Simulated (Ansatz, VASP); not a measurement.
## LiH: VASP beside Ansatz

The input INCAR:

```
PREC = Accurate
ENCUT = 520
EDIFF = 1E-6
ISMEAR = -1
SIGMA = 0.05
LREAL = False
LASPH = True
NELM = 60
ALGO = Normal
ISIF = 2
LWAVE = False
LCHARG = False
NBANDS = 9
```

Contents of KPOINTS:

```
Automatic mesh
0
Gamma
  9 9 9
```

The input POSCAR:

```
LiH
1.0
    0.0000000000      1.9951720069      1.9951720069
    1.9951720069      0.0000000000      1.9951720069
    1.9951720069      1.9951720069      0.0000000000
Li H
1 1
Direct
    0.0000000000      0.0000000000      0.0000000000
    0.5000000000      0.5000000000      0.5000000000
```

input.yaml

```yaml
crystal:
  lattice:
    - [0.0, 1.9951720069, 1.9951720069]
    - [1.9951720069, 0.0, 1.9951720069]
    - [1.9951720069, 1.9951720069, 0.0]
  atoms:
    - { symbol: Li, position: [0.0, 0.0, 0.0] }
    - { symbol: H, position: [0.5, 0.5, 0.5] }
hamiltonian:
  xc: lda
  pseudopotentials: { kind: paw }
kpoints:
  mp_grid: { grid: [9, 9, 9] }
scf:
  occupations: { method: fermi_dirac, width: 0.05 }
output:
  forces: true
  stress: true
  eigenvalues: true
```

Alike in both runs: task single point; functional LDA; k mesh 9 × 9 × 9; occupations fermi-dirac, width 0.05 eV; no spin polarisation.

```csv
,VASP,Ansatz
version,VASP 6.6.1,Ansatz 0.2.0
potentials or method,"VASP PAW LDA potentials, release 64 (Li_sv, H)",Ansatz PAW
plane-wave cutoff (eV),520,420
valence electrons in the cell,4,4
```

Ansatz gave:

| Item | Value |
| --- | --- |
| gap on the k mesh at the Fermi level (eV) | 2.91 |
| least direct gap on the mesh (eV) | 2.91 |

Task: Which values does VASP return?

Result: gap on the k mesh at the Fermi level (eV): 2.90; least direct gap on the mesh (eV): 2.90.

Caveats: an odd mesh through Γ misses points on the zone boundary, where band edges often lie (VASP); odd divisions of the mesh miss points on the zone boundary, where band edges often lie, so the gap on the mesh can be too wide (Ansatz). As with any semilocal functional, this LDA gap is likely too small.
